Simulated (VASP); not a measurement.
Set up this calculation in VASP 6.6.1, as the native input.

```yaml
Task: relaxation of the atoms
Functional: PBE
Potentials_or_basis: VASP PAW PBE potentials, release 64 (Sb)
Cutoff: 600 eV
k_mesh: 9 × 9 × 1
Occupations: fermi-dirac, width 0.05 eV
Spin: no spin polarisation
Dipole_correction: yes
Atoms_held_fixed_from_0: "[0]"
Further_INCAR_settings: ALGO = Normal; EDIFF = 1e-06; IBRION = 2; EDIFFG = -0.02; NSW = 40
```

The structure of Sb lies in POSCAR:

```
Sb
1.0
    3.1333400000      0.0000000000      0.0000000000
    0.0000000000      3.1333400000      0.0000000000
    0.0000000000      0.0000000000     31.3600000000
Sb
2
Selective dynamics
Direct
    0.0000000000      0.0000000000      0.2420100000  F F F
    0.0000000000      0.0000000000      0.3319700000  T T T
```

The cell was built by a generator and needn't be a form met in nature.

These files were run (other wordings do the same):

INCAR

```
SYSTEM = Sb
PREC     = Accurate       ! precision mode
ENCUT    = 600            ! plane-wave cutoff, eV
EDIFF    = 1E-6           ! SCF threshold, eV
ISMEAR   = -1             ! smearing method
SIGMA    = 0.05           ! smearing width, eV
LREAL    = .FALSE.        ! projectors in reciprocal space
LASPH    = .TRUE.         ! aspherical terms in the spheres
NELM     = 100            ! most SCF steps
ALGO     = Normal         ! electronic algorithm
ISIF     = 2              ! what is computed and relaxed
LWAVE    = .FALSE.        ! write WAVECAR
LCHARG   = .FALSE.        ! write CHGCAR
LDIPOL   = .TRUE.       
IDIPOL   = 3            
DIPOL    = 0.5 0.5 0.287
GGA      = PE             ! functional
IBRION   = 2              ! ionic algorithm
NSW      = 40             ! ionic steps
EDIFFG   = -0.02          ! ionic threshold
```

KPOINTS

```
Automatic mesh
0
G
  9 9 1
  0 0 0
```

Potentials or basis: VASP PAW PBE potentials, release 64 (Sb).

Run with:

```sh
$ cat potpaw_PBE.64/Sb/POTCAR > POTCAR
$ mpirun -np 1 vasp_std > vasp.out
```

It gave:

```json
{
  "Energy gained by relaxing": "0.1 meV/atom",
  "Ionic steps": "3",
  "Band gap on the k mesh": "none (metal or under the smearing width)"
}
```

Run time: 2.1 min on 1 thread of Intel(R) Xeon(R) Platinum 8259CL CPU @ 2.50GHz (Skylake/Cascade Lake), on a shared host, peak memory 0.49 GiB.
